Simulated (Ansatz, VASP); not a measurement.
**Sb in VASP and in Ansatz**

Contents of POSCAR:

```
Sb
1.0
    3.1181039841      0.0000000000      0.0000000000
    0.0000000000      3.1181039841      0.0000000000
    0.0000000000      0.0000000000      3.1181039841
Sb
1
Direct
    0.0000000000      0.0000000000      0.0000000000
```

File INCAR.step1:

```
PREC = Accurate ; ENCUT = 520
ISMEAR = 0 ; SIGMA = 0.1
LREAL = F ; LASPH = T
NELM = 60 ; NBANDS = 8
GGA = PE ; ALGO = Normal
EDIFF = 1E-4 ; LWAVE = T
LCHARG = F
```

Contents of INCAR.step2:

```
PREC = Accurate ; ENCUT = 520
EDIFF = 1E-6 ; ISMEAR = 0
SIGMA = 0.1 ; LREAL = F
LASPH = T ; NELM = 60
ALGO = Normal ; ISIF = 2
LWAVE = F ; LCHARG = T
METAGGA = R2SCAN ; LMIXTAU = T
LELF = T ; LVHAR = T
NBANDS = 8 ; ISTART = 1
```

Contents of KPOINTS:

```
regular mesh
0
Gamma
  14 14 14
```

Input for Ansatz:

```yaml
crystal:
  lattice:
    - [3.1181039837, 0.0, 0.0]
    - [0.0, 3.1181039837, 0.0]
    - [0.0, 0.0, 3.1181039837]
  atoms:
    - { symbol: Sb, position: [0.0, 0.0, 0.0] }
basis:
  ecutwfc: 500
kpoints:
  mp_grid: { grid: [14, 14, 14] }
hamiltonian:
  xc: r2scan
scf:
  occupations: { method: gaussian, width: 0.1 }
output:
  forces: true
  stress: true
  eigenvalues: true
```

Alike in both runs: task single point; functional r2SCAN; k mesh 14 × 14 × 14; occupations gaussian, width 0.1 eV; no spin polarisation.

|  | VASP | Ansatz |
| --- | --- | --- |
| version | VASP 6.6.1 | Ansatz 0.2.0 |
| potentials or method | VASP PAW PBE potentials, release 64 (Sb) | scalar-relativistic, plane waves, PAW |
| plane-wave cutoff (eV) | 520 | 500 |
| valence electrons in the cell | 5 | 15 |

```tsv
	VASP	Ansatz	Ansatz less VASP
gap on the k mesh at the Fermi level (eV)	none	none	-
pressure (GPa)	-1.6	-1.6	0.00
```

A gap of «none» marks a metal or a gap that the smearing closes. The two sets of potentials don't hold the same shells in valence.

Caveats: the PAW data sets were made with another functional, which shifts forces and pressure a little (VASP). The runs have no spin-orbit coupling, so splittings on Sb are missing.
